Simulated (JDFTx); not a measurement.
A run of JDFTx 1.7.0 (patched build) is set up as follows.

File GaN.in:

```
lattice \
    6.0093290763    -3.0046645382     0.0000000000 \
    0.0000000000     5.2042316397     0.0000000000 \
    0.0000000000     0.0000000000     9.7623251598
coords-type Lattice
ion Ga     0.6666666667     0.3333333333     0.5000000000 1
ion Ga     0.3333333333     0.6666666667     0.0000000000 1
ion N      0.6666666667     0.3333333333     0.8750000000 1
ion N      0.3333333333     0.6666666667     0.3750000000 1

ion-species pseudo/Ga.upf
ion-species pseudo/N.upf
elec-cutoff 42 336
elec-ex-corr lda-PW
kpoint-folding 10 10 5
elec-smearing Fermi 0.0018374661
elec-n-bands 25
electronic-SCF nIterations 100 energyDiffThreshold 1e-09
electronic-minimize nIterations 30 energyDiffThreshold 1e-7
converge-empty-states yes
forces-output-coords Cartesian

dump-name run.$VAR
dump End Ecomponents EigStats BandEigs Kpoints Forces Stress ElecDensity
```

Potentials or basis: PseudoDojo-SR-LDA-0.4.1-standard with smoothed tails.

Command:

```sh
$ jdftx -c 1 -i GaN.in -o GaN.out
```

Q: Predict the Loewdin charges.

A: Ga +0.80; N -0.77 e.

Q: Predict the band gap on the k mesh.

A: 2.01 eV, direct.

Q: Estimate the pressure.

A: -4.7 GPa.

Forces on the atoms (eV/Å):
```
Ga   0.000  0.000 -0.126
Ga   0.000  0.000 -0.126
N    0.000  0.000  0.126
N    0.000  0.000  0.126
```

**The experiment to reproduce.**

From “Studying electronic properties in GaN without electrical contacts using γ-γ vs e−-γ Perturbed Angular Correlations”, 2019, pmc:6823545, for a bulk crystal of GaN: band gap 3.503 ± 0.005 eV (direct).

A measured gap of GaN is 3.503 eV (direct; quoted in “Studying electronic properties in GaN without electrical contacts using γ-γ vs e−-γ Perturbed Angular Correlations”, 2019, pmc:6823545); the calculated 2.01 eV misses it by -1.49 eV. Spin-orbit coupling on Ga is left out. The value is that of LDA, without temperature or zero-point motion. Semilocal functionals fall short of measured gaps as a rule.
